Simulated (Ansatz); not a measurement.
PbF$_{2}$ (Fluorocronite), DFT, PBE, all-electron LAPW, scalar-relativistic (Ansatz 0.2.0), on 1 thread of Intel(R) Xeon(R) Platinum 8488C (Sapphire Rapids) (shared host).

Command: `ansatz run input.yaml --threads 1 --pin off --max-ram 3072MiB --backend cpu --events-out ev --progress --plain --runs-dir out`

```yaml
crystal:
  lattice:
    - [0.0, 2.96366, 2.96366]
    - [2.96366, 0.0, 2.96366]
    - [2.96366, 2.96366, 0.0]
  atoms:
    - { symbol: Pb, position: [0.0, 0.0, 0.0] }
    - { symbol: F, position: [0.25, 0.25, 0.25] }
    - { symbol: F, position: [0.75, 0.75, 0.75] }
kpoints:
  mp_grid: { grid: [8, 8, 8] }
  band_path:
    path:
      - [0.0, 0.0, 0.0]
      - [0.5, 0.0, 0.5]
      - [0.625, 0.25, 0.625]
      - [0.375, 0.375, 0.75]
      - [0.0, 0.0, 0.0]
      - [0.5, 0.5, 0.5]
      - [0.5, 0.25, 0.75]
      - [0.5, 0.0, 0.5]
    npoints: 14
scf:
  occupations: { method: fermi_dirac, width: 0.03 }
hamiltonian:
  xc: pbe
  pseudopotentials: { kind: all_electron, lapw: { basis_error: 0.001 } }
output:
  forces: true
  stress: true
  eigenvalues: true
  populations: true
```

(1) How large is the problem that the program sets up?

(2) About how long does it take?

Results:

(1) 29 irreducible k-points, 531 plane waves at Γ, 30 bands.

(2) 17 s of wall time for 8 SCF iterations. Times on shared machines scatter by tens of per cent.
